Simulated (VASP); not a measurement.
# MgF₂ (strained rutile): a PBE single-point calculation in VASP

INCAR

```
IBRION = -1
EDIFF = 1E-7
GGA = PE
LWAVE = .FALSE.
PREC = Accurate
LASPH = .TRUE.
LCHARG = .FALSE.
NBANDS = 25
LREAL = .FALSE.
NSW = 0
ISMEAR = -1
ISIF = 2
NELM = 120
SIGMA = 0.02
ENCUT = 520
```

KPOINTS

```
KPOINTS created by Atomic Simulation Environment
0
Gamma
6 6 8
0 0 0
```

KPOINTS_OPT

```
special points
6
Reciprocal
0.0000000000 0.0000000000 0.0000000000 1
0.0000000000 0.5000000000 0.0000000000 1
0.5000000000 0.5000000000 0.0000000000 1
0.0000000000 0.0000000000 0.5000000000 1
0.0000000000 0.5000000000 0.5000000000 1
0.5000000000 0.5000000000 0.5000000000 1
```

POSCAR

```
Mg F
 1.0000000000000000
     4.6220159945999999    0.0000000000000000    0.0000000000000000
     0.0000000000000000    4.6220159945999999    0.0000000000000000
     0.0000000000000000    0.0000000000000000    3.1679562299000001
 Mg  F
   2   4
Cartesian
  0.0000000000000000 -0.0000000000000000  0.0000000000000000
  2.3110079972999999  2.3110079972999999  1.5839781149500001
  1.4065803888844588  1.4065803888844588  0.0000000000000000
  0.9044276084155413  3.7175883861844587  1.5839781149500001
  3.7175883861844587  0.9044276084155413  1.5839781149500001
  3.2154356057155411  3.2154356057155411  0.0000000000000000
```

VASP ran with the recommended PBE PAW datasets (32 valence electrons in the cell).

Command

```
mpirun -np 1 vasp_std
```

From OUTCAR

```
k-points           NKPTS =     50   k-points in BZ     NKDIM =     50   number of bands    NBANDS=     25

   NELECT =      32.0000    total number of electrons

   dimension x,y,z NGX =    36 NGY =   36 NGZ =   24
   dimension x,y,z NGXF=    72 NGYF=   72 NGZF=   48

  energy-cutoff  :      520.00
  volume of cell :       67.68
      direct lattice vectors                 reciprocal lattice vectors
     4.622015995  0.000000000  0.000000000     0.216355807  0.000000000  0.000000000
     0.000000000  4.622015995  0.000000000     0.000000000  0.216355807  0.000000000
     0.000000000  0.000000000  3.167956230     0.000000000  0.000000000  0.315660927

 k-points in reciprocal lattice and weights: KPOINTS created by Atomic Simulation Env
   0.00000000  0.00000000  0.00000000       0.003
   0.16666667  0.00000000  0.00000000       0.014
   0.33333333  0.00000000  0.00000000       0.014
   0.50000000  0.00000000  0.00000000       0.007
   0.16666667  0.16666667  0.00000000       0.014
   0.33333333  0.16666667  0.00000000       0.028
   0.50000000  0.16666667  0.00000000       0.014
   0.33333333  0.33333333  0.00000000       0.014
   ...

 E-fermi :  -0.9175

 k-point     1 :       0.0000    0.0000    0.0000
  band No.  band energies     occupation
      1     -22.0090      2.00000
      2     -21.2374      2.00000
      3     -21.2374      2.00000
      4     -21.1816      2.00000
      5      -5.2886      2.00000
      6      -3.7295      2.00000
      7      -3.3896      2.00000
      8      -3.3187      2.00000
      9      -3.3187      2.00000
     10      -3.2220      2.00000
     11      -2.6354      2.00000
     12      -2.6354      2.00000
     13      -2.1596      2.00000
     14      -1.6837      2.00000
     15      -1.6837      2.00000
     16      -1.4105      2.00000
     17       5.3869      0.00000
     18      10.5165      0.00000
     19      10.5165      0.00000
     20      11.7372      0.00000
     21      12.8558      0.00000
     22      14.3074      0.00000
     23      14.7282      0.00000
     24      16.8300      0.00000
     25      16.8300      0.00000

 k-point     2 :       0.1667    0.0000    0.0000
  band No.  band energies     occupation
      1     -21.9664      2.00000
      2     -21.3283      2.00000
      3     -21.2270      2.00000
      4     -21.1489      2.00000
      5      -5.1892      2.00000
      6      -3.7015      2.00000
      7      -3.6979      2.00000
      8      -3.3437      2.00000
      9      -3.1791      2.00000
     10      -2.9098      2.00000
     11      -2.6921      2.00000
     12      -2.6033      2.00000
     13      -2.1902      2.00000
     14      -1.9178      2.00000
     15      -1.7059      2.00000
     16      -1.4727      2.00000
     17       5.7346      0.00000
     18      10.0197      0.00000
     19      10.6890      0.00000
     20      11.8765      0.00000
     21      13.1547      0.00000
     22      14.4899      0.00000
     23      14.5516      0.00000
     24      16.5735      0.00000
     25      17.0170      0.00000

 k-point     3 :       0.3333    0.0000    0.0000
  band No.  band energies     occupation
      1     -21.8474      2.00000
      2     -21.4906      2.00000
      3     -21.1995      2.00000
      4     -21.1435      2.00000
      5      -4.9244      2.00000
      6      -4.1449      2.00000
      7      -3.5005      2.00000
      8      -3.2157      2.00000
      9      -2.8915      2.00000
     10      -2.8411      2.00000
     11      -2.6837      2.00000
     12      -2.5154      2.00000
     13      -2.4649      2.00000
     14      -2.2758      2.00000
     15      -1.7543      2.00000
     16      -1.6287      2.00000
     17       6.6271      0.00000
     18       8.9890      0.00000
     19      11.1497      0.00000
     20      11.9574      0.00000
     21      13.7096      0.00000
     22      14.2645      0.00000
     23      15.0845      0.00000
     24      16.2731      0.00000
     25      16.8355      0.00000

 k-point     4 :       0.5000    0.0000    0.0000
  band No.  band energies     occupation
      1     -21.6767      2.00000
      2     -21.6767      2.00000
      3     -21.1659      2.00000
      4     -21.1659      2.00000
      5      -4.5618      2.00000
      6      -4.5618      2.00000
      7      -3.0665      2.00000
      8      -3.0665      2.00000
      9      -3.0335      2.00000
     10      -3.0335      2.00000
     11      -2.6631      2.00000
     12      -2.6631      2.00000
     13      -2.3952      2.00000
     14      -2.3952      2.00000
     15      -1.7561      2.00000
     16      -1.7561      2.00000
     17       7.7889      0.00000
     18       7.7889      0.00000
     19      11.6857      0.00000
     20      11.6857      0.00000
     21      14.0481      0.00000
     22      14.0481      0.00000
     23      15.9635      0.00000
     24      15.9635      0.00000
     25      16.9027      0.00000

 k-point     5 :       0.1667    0.1667    0.0000
  band No.  band energies     occupation
      1     -21.9260      2.00000
      2     -21.3578      2.00000
      3     -21.2506      2.00000
      4     -21.1409      2.00000
      5      -5.0976      2.00000
      6      -3.8354      2.00000
      7      -3.6855      2.00000
      8      -3.2986      2.00000
      9      -3.1034      2.00000
     10      -2.7693      2.00000
     11      -2.6674      2.00000
     12      -2.6498      2.00000
     13      -2.2231      2.00000
     14      -2.1028      2.00000
     15      -1.7463      2.00000
     16      -1.5304      2.00000
     17       6.0566      0.00000
     18      10.1493      0.00000
     19      10.2444      0.00000
     20      11.9840      0.00000
     21      13.4776      0.00000
     22      14.3308      0.00000
     23      14.6355      0.00000
     24      16.7565      0.00000
     25      16.9335      0.00000

 k-point     6 :       0.3333    0.1667    0.0000
  band No.  band energies     occupation
      1     -21.8134      2.00000
      2     -21.4840      2.00000
      3     -21.2334      2.00000
      4     -21.1540      2.00000
      5      -4.8548      2.00000
      6      -4.1643      2.00000
      7      -3.5268      2.00000
      8      -3.1726      2.00000
      9      -2.8477      2.00000
     10      -2.8052      2.00000
     11      -2.6783      2.00000
     12      -2.5658      2.00000
     13      -2.4932      2.00000
     14      -2.3142      2.00000
     15      -1.8102      2.00000
     16      -1.6778      2.00000
     17       6.8973      0.00000
     18       9.1812      0.00000
     19      10.6843      0.00000
     20      11.8647      0.00000
     21      14.0807      0.00000
     22      14.2262      0.00000
     23      15.1485      0.00000
     24      16.5203      0.00000
     25      16.8772      0.00000

 k-point     7 :       0.5000    0.1667    0.0000
  band No.  band energies     occupation
      1     -21.6534      2.00000
      2     -21.6534      2.00000
      3     -21.1913      2.00000
      4     -21.1913      2.00000
      5      -4.5268      2.00000
      6      -4.5268      2.00000
      7      -3.1478      2.00000
      8      -3.1478      2.00000
      9      -2.9936      2.00000
     10      -2.9936      2.00000
     11      -2.5868      2.00000
     12      -2.5868      2.00000
     13      -2.4401      2.00000
     14      -2.4401      2.00000
     15      -1.8081      2.00000
     16      -1.8081      2.00000
     17       8.0133      0.00000
     18       8.0133      0.00000
     19      11.3296      0.00000
     20      11.3296      0.00000
     21      14.3275      0.00000
     22      14.3275      0.00000
     23      16.0892      0.00000
     24      16.0892      0.00000
     25      16.9433      0.00000

 k-point     8 :       0.3333    0.3333    0.0000
  band No.  band energies     occupation
      1     -21.7206      2.00000
      2     -21.5007      2.00000
      3     -21.2769      2.00000
      4     -21.1947      2.00000
      5      -4.6731      2.00000
      6      -4.2520      2.00000
      7      -3.5164      2.00000
      8      -3.0526      2.00000
      9      -2.9602      2.00000
     10      -2.7276      2.00000
     11      -2.6784      2.00000
     12      -2.6469      2.00000
     13      -2.4189      2.00000
     14      -2.3809      2.00000
     15      -1.9315      2.00000
     16      -1.8080      2.00000
     17       7.6262      0.00000
     18       9.6389      0.00000
     19       9.8095      0.00000
     20      11.3110      0.00000
     21      14.5473      0.00000
     22      14.9853      0.00000
     23      15.3454      0.00000
     24      16.5535      0.00000
     25      16.9525      0.00000

 ...

  Total        0.5355238      0.5355238     -1.4162036      0.0000000      0.0000000      0.0000000
  in kB       12.6778983     12.6778983    -33.5269640      0.0000000      0.0000000      0.0000000
  external PRESSURE =      -2.7237225 kB  Pullay stress =       0.0000000 kB

 POSITION                                       TOTAL-FORCE (eV/Angst)
 -----------------------------------------------------------------------------------
      0.00000      0.00000      0.00000         0.000000     -0.000000      0.000000
      2.31101      2.31101      1.58398         0.000000     -0.000000      0.000000
      1.40658      1.40658      0.00000        -0.011958     -0.011958      0.000000
      0.90443      3.71759      1.58398         0.011958     -0.011958      0.000000
      3.71759      0.90443      1.58398        -0.011958      0.011958      0.000000
      3.21544      3.21544      0.00000         0.011958      0.011958      0.000000
 -----------------------------------------------------------------------------------
    total drift:                                0.000000     -0.000000     -0.000000

  FREE ENERGIE OF THE ION-ELECTRON SYSTEM (eV)
  ---------------------------------------------------
  free  energy   TOTEN  =       -31.5165933346 eV

  energy  without entropy=      -31.5165933346  energy(sigma->0) =      -31.51659333
```

| Property | Result |
| --- | --- |
| gap between bands v and c | 6.80 eV |
| least direct gap | 6.80 eV |
| pressure | -0.3 GPa |
| largest force | 0.02 eV/Å |

Band v is the last that the valence electrons fill when counted band by band, and c is the next.

The run took about 50 s on one core of a shared host (Intel Xeon Platinum 8488C) and held 0.26 GiB at most.
